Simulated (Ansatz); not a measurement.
The system is FeO (Wuestite).

```
Fe O
1.0
     1.51882    0.87689    2.51958
    -1.51882    0.87689    2.51958
     0.00000   -1.75378    2.51958
Fe O
1 1
Direct
  0.00000 0.00000 0.00000
  0.50000 0.50000 0.50000
```

```yaml
Program: Ansatz 0.2.0
Task: relaxation of cell and atoms
Functional: PBE
Dispersion: D4
Potentials_or_basis: Ansatz PAW
Cutoff: "420 eV (not typed: the program's choice for these potentials)"
k_mesh: 11 × 11 × 11
Occupations: fermi-dirac, width 0.05 eV
Spin: collinear spin, ferromagnetic start
Starting_moments: "[3.0, 0.0] μB"
```

At the start: volume 10.07 Å³/atom.

**Question.** Where does the relaxation end?

**Answer.** It ends after 14 steps and the volume is 9.84 Å³/atom (-2.3 %); space group Fm-3m (No. 225, to 0.05 Å); moment 4.00 μB per cell.

Step by step:
```tsv
step	energy change (eV)	largest force (eV/Å)	volume (Å³)
1	0.0000	0.0000	20.13
2	-0.0107	0.0000	19.76
3	-0.0110	0.0000	19.76
4	-0.0112	0.0000	19.75
5	-0.0112	0.0000	19.74
6	-0.0117	0.0000	19.65
7	-0.0117	0.0000	19.71
8	-0.0119	0.0000	19.70
9	-0.0120	0.0000	19.69
10	-0.0120	0.0000	19.68
11	-0.0120	0.0000	19.68
12	-0.0105	0.0000	19.68
13	-0.0105	0.0000	19.68
14	-0.0105	0.0000	19.68
```

Final structure:
```
Fe O
1.0
     1.51500    0.87468    2.47517
    -1.51500    0.87468    2.47517
     0.00000   -1.74937    2.47517
Fe O
1 1
Direct
  0.00000 0.00000 0.00000
  0.50000 0.50000 0.50000
```

The cell as given is a measured one (10.07 Å³/atom); PBE+D4 puts the equilibrium volume -2.3 % from it, thermal expansion not counted.

Caveat: the plane-wave basis is chosen anew once the cell has moved, so the energies of steps on either side of that aren't comparable; the pressure holds a Pulay correction of +0.6 GPa for the finite cutoff; a cell with one magnetic atom can't hold antiferromagnetic order, which such compounds often take; pairwise dispersion overbinds metals, which lowers pressure and volume.
